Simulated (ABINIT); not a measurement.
# BN (Qingsongite): G0W0 with ABINIT, start to end, part 3 of 3

Wanted: ground state, empty states, screening and self-energy for BN (Qingsongite).

ABINIT 10.8.3; PBE and many-body steps on it, plane waves. Known limits of the many-body steps: not at the basis limit; coarse k mesh.

So far. Step 4 (Empty states on the mesh, 6×6×6 mesh, 99 bands): On this mesh the gap is 4.535 eV. Step 5 (Screening, 6×6×6 mesh, 91 bands, screening to 261.2 eV): Local fields lower ε∞ by 7 %. On a Γ-centred mesh this coarse the value itself is usually too large, while a short band sum pulls it down.

## (6) Self-energy, 6×6×6 mesh, 91 bands, screening to 261.2 eV

The self-energy is evaluated for the states that the input lists, and the levels follow from it, in one-shot runs by the linearised quasiparticle equation.

This step: G0W0 on PBE, plane waves, norm-conserving pseudopotentials.

run.abi reads:

```
acell 3*1.0 Angstrom
rprim 
  -0.000000000000 1.807500000000 1.807500000000
  1.807500000000 0.000000000000 1.807500000000
  1.807500000000 1.807500000000 -0.000000000000
ntypat 2
znucl 5 7
natom 2
typat 1 2
xred 
  0.000000000000 0.000000000000 0.000000000000
  0.250000000000 0.250000000000 0.250000000000
pp_dirpath "pseudos"
pseudos "B.upf, N.upf"
ecut 36
ngkpt 6 6 6
nshiftk 1
shiftk 0 0 0
kptopt 1
chksymbreak 0
istwfk *1
occopt 1
irdwfk 1
optdriver 4
nband 91
gwcalctyp 0
ecutsigx 36
symsigma 1
nkptgw 2
kptgw 
  0.0000000000 0.0000000000 0.0000000000
  0.5000000000 0.5000000000 0.0000000000
bdgw 
  2 7
  3 6
ecuteps 9.6
irdscr 1
ppmodel 1
indata_prefix "in"
outdata_prefix "out"
tmpdata_prefix "tmp"
```

Command:

```console
$ OMP_NUM_THREADS=1 mpirun -n 4 abinit run.abi > log
```

Numbers of over 12 decimals in the logs are rounded to 6 here.

Output:

```text
.Version 10.8.3 of ABINIT. v10.8.2 released Aug 2026.

 Symmetries : space group F-4 3 m (#216); Bravais cF (face-center cubic)
[... echo of the input left out ...]
== DATASET  1 ==================================================================
-   mpi_nproc: 4, omp_nthreads: 1 (-1 if OMP is not activated)

--- !DatasetInfo
iteration_state: {dtset: 1, }
dimensions: {natom: 2, nkpt: 16, mband: 91, nsppol: 1, nspinor: 1, nspden: 1, mpw: 869, }
cutoff_energies: {ecut:  36.0, pawecutdg:  -1.0, }
electrons: {nelect:   8.00000000E+00, charge:   0.00000000E+00, occopt:   1.00000000E+00, tsmear:   1.00000000E-02, }

 SIGMA: Calculation of the GW corrections

 Based on a program developped by R.W. Godby, V. Olevano, G. Onida, and L. Reining.
 Incorporated in ABINIT by V. Olevano, G.-M. Rignanese, and M. Torrent.
.Using double precision arithmetic ; gwpc =  8

[... cell and pseudopotentials left out ...]
--------------------------------------------------------------------------------

 ==== K-mesh for the wavefunctions ====
 Number of points in the irreducible wedge :    16
[... list of points left out ...]
 Together with 24 symmetry operations and time-reversal symmetry
 yields   216 points in the full Brillouin Zone.

 ==== Q-mesh for screening function ====
 Number of points in the irreducible wedge :    16
[... list of points left out ...]
 Together with 24 symmetry operations and time-reversal symmetry
 yields   216 points in the full Brillouin Zone.

 vcoul_init : cutoff-mode = AUXILIARY_FUNCTION
 q-points for optical limit:   1
     1)      0.000010    0.000020    0.000030
 setmesh: FFT mesh size selected  =    25x   25x   25
          total number of points  =        15625

 Number of electrons calculated from density =    8.0000; Expected =    8.0000
 average of density, n =  0.100376
 r_s =    1.3348
 omega_plasma =   30.5612 [eV]

 === KS Band Gaps ===
  >>>> For spin  1
   Minimum direct gap =   8.8782 [eV], located at k-point      :   0.0000  0.0000  0.0000
   Fundamental gap    =   4.5349 [eV], Top of valence bands at :   0.0000  0.0000  0.0000
                                       Bottom of conduction at :   0.5000  0.5000  0.0000
 SIGMA fundamental parameters:
 PLASMON POLE MODEL  1
 number of plane-waves for SigmaX                  869
 number of plane-waves for SigmaC and W            113
 number of plane-waves for wavefunctions           869
 number of bands                                    91
 number of independent spin polarizations            1
 number of spinorial components                      1
 number of k-points in IBZ                          16
 number of q-points in IBZ                          16
 number of symmetry operations                      24
 number of k-points in BZ                          216
 number of q-points in BZ                          216
 number of frequencies for dSigma/dE                 9
 frequency step for dSigma/dE [eV]                0.25
 number of omega for Sigma on real axis              0
 max omega for Sigma on real axis  [eV]           0.00
 zcut for avoiding poles [eV]                     0.10

 EPSILON^-1 parameters (SCR file):
 dimension of the eps^-1 matrix on file            113
 dimension of the eps^-1 matrix used               113
 number of plane-waves for wavefunctions           869
 number of bands                                    91
 number of q-points in IBZ                          16
 number of frequencies                               2
 number of real frequencies                          1
 number of imag frequencies                          1

 matrix elements of self-energy operator (all in [eV])

 Perturbative Calculation

--- !SelfEnergy_ee
iteration_state: {dtset: 1, }
kpoint     : [   0.000,    0.000,    0.000, ]
spin       : 1
KS_gap     :    8.878
QP_gap     :   10.948
Delta_QP_KS:    2.070
data: !SigmaeeData |
     Band     E0 <VxcDFT>   SigX SigC(E0)      Z dSigC/dE  Sig(E)    E-E0       E
        2   8.220 -18.521 -22.105   2.464   0.827  -0.210 -19.447  -0.926   7.294
        3   8.220 -18.521 -22.105   2.464   0.827  -0.210 -19.447  -0.926   7.294
        4   8.220 -18.521 -22.105   2.464   0.827  -0.210 -19.447  -0.926   7.294
        5  17.099 -13.778  -7.120  -5.298   0.842  -0.188 -12.633   1.144  18.243
        6  17.099 -13.778  -7.120  -5.298   0.842  -0.188 -12.633   1.144  18.243
        7  17.099 -13.778  -7.120  -5.298   0.842  -0.188 -12.633   1.144  18.243

--- !SelfEnergy_ee
iteration_state: {dtset: 1, }
kpoint     : [   0.500,    0.500,    0.000, ]
spin       : 1
KS_gap     :    9.442
QP_gap     :   11.406
Delta_QP_KS:    1.964
data: !SigmaeeData |
     Band     E0 <VxcDFT>   SigX SigC(E0)      Z dSigC/dE  Sig(E)    E-E0       E
        3   3.313 -16.496 -21.664   3.469   0.817  -0.225 -17.883  -1.387   1.926
        4   3.313 -16.496 -21.664   3.469   0.817  -0.225 -17.883  -1.387   1.926
        5  12.755 -12.569  -7.356  -4.537   0.854  -0.172 -11.992   0.577  13.332
        6  17.562 -12.695  -6.758  -5.119   0.850  -0.176 -11.999   0.696  18.258

== END DATASET(S) ==============================================================
================================================================================

 -outvars: echo values of variables after computation  --------
           etotal      0.0000000000E+00
            nband          91
             nkpt          16
          spgroup         216
 [... the other variables as echoed above ...]

 Calculation completed.
```

It took 5.2 s on 4 MPI ranks of Arm Neoverse V1, shared host; peak memory 0.47 GiB; 20 s of CPU time.

Numbers from this step:

* G0W0 gap on the points computed: 6.038 eV
* starting gap on the mesh: 4.535 eV
* k of the valence top: 0, 0, 0
* k of the conduction bottom: 0.5, 0.5, 0
* Z at the valence top: 0.827
* Z at the conduction bottom: 0.854
* least direct G0W0 gap on the computed points: 10.95 eV

The gap on the mesh goes from 4.53 eV to 6.04 eV, a correction of +1.50 eV.

Limits: finite bands, cutoff and mesh; coarse k mesh. v1 is the top filled band, c1 the lowest empty one. Levels before and after the correction, in eV, zero at the valence-band top of each column:

```
           conduction bottom  valence top
Kohn-Sham               4.53         0.00
     G0W0               6.04         0.00
```

```
                       level  energy (eV)
Kohn-Sham            Γ v3-v1        0.000
Kohn-Sham            Γ c1-c3        8.878
Kohn-Sham  (0.5 0.5 0) v2-v1       -4.907
Kohn-Sham     (0.5 0.5 0) c1        4.535
Kohn-Sham     (0.5 0.5 0) c2        9.342
     G0W0            Γ v3-v1        0.000
     G0W0            Γ c1-c3       10.949
     G0W0  (0.5 0.5 0) v2-v1       -5.368
     G0W0     (0.5 0.5 0) c1        6.038
     G0W0     (0.5 0.5 0) c2       10.964
```

## (7) Where the time went

Times are wall times on 4 MPI ranks of Arm Neoverse V1, shared host, good to a factor of about two.

```
                          step   time  share  memory (GiB)
                  ground state    5 s   14 %          0.25
bands along the symmetry lines  3.7 s   11 %          0.23
      empty states on the mesh  5.2 s   15 %          0.38
                     screening   15 s   45 %           0.5
                   self-energy  5.2 s   15 %          0.47
```

## (8) What came out

| Property | Result |
| --- | --- |
| PBE gap | 4.54 eV, indirect |
| G0W0 gap on the mesh | 6.04 eV |
| GW settings | 6×6×6 mesh, 91 bands, screening to 261.2 eV, Godby-Needs plasmon pole |
| known limits | not at the basis limit; coarse k mesh |

**Reading.** G0W0 moves the gap on the mesh from 4.53 eV to 6.04 eV (+1.50 eV), with Z of 0.83 and 0.85 at the edges. Local fields lower the RPA ε∞ on this mesh from 4.74 to 4.39; a Γ-centred mesh this coarse tends to raise both, most where the direct gap is narrow, while a short band sum lowers them. Only 2 of the mesh's irreducible points were corrected, so a valley elsewhere could overtake. The dearest step here is «screening». Bands and cutoff are finite, so the gap is not at the basis limit. The miss can reach some tenths of an eV and take either sign; the mesh is an error of its own. In the G0W0 run levels were corrected at 2 k points alone, so a gap called «on the mesh» is the least over those, and an edge elsewhere would be missed. The 6×6×6 mesh is coarse for this cell, which bears on the long-range parts of exchange and screening.

[Paths, hosts, dates, memory and timing lines, banners, echoed tables and standing remarks are left out of the program output.]

[Logs are printed without paths, hosts, clocks, repeated set-up lines and the standing remarks that a program may print on its own settings, such as how far it seeks lower states.]

[Runs of the session that timed out or met a known fault of the program may be left out.]

[Hosts, paths, dates, database ids (printed as entryN), source tags and the programs' standing remarks are cut or masked in the printed files.]

[G0W0 gaps are taken among the corrected bands and points alone; a level outside them can change the order at an edge.]

[Where Ansatz stands beside ABINIT at settings called matched, ABINIT's density can come from a denser mesh and the files from another edition; pairs whose starting gaps differed by over 0.03 eV were left out, so agreement reads better than it is.]
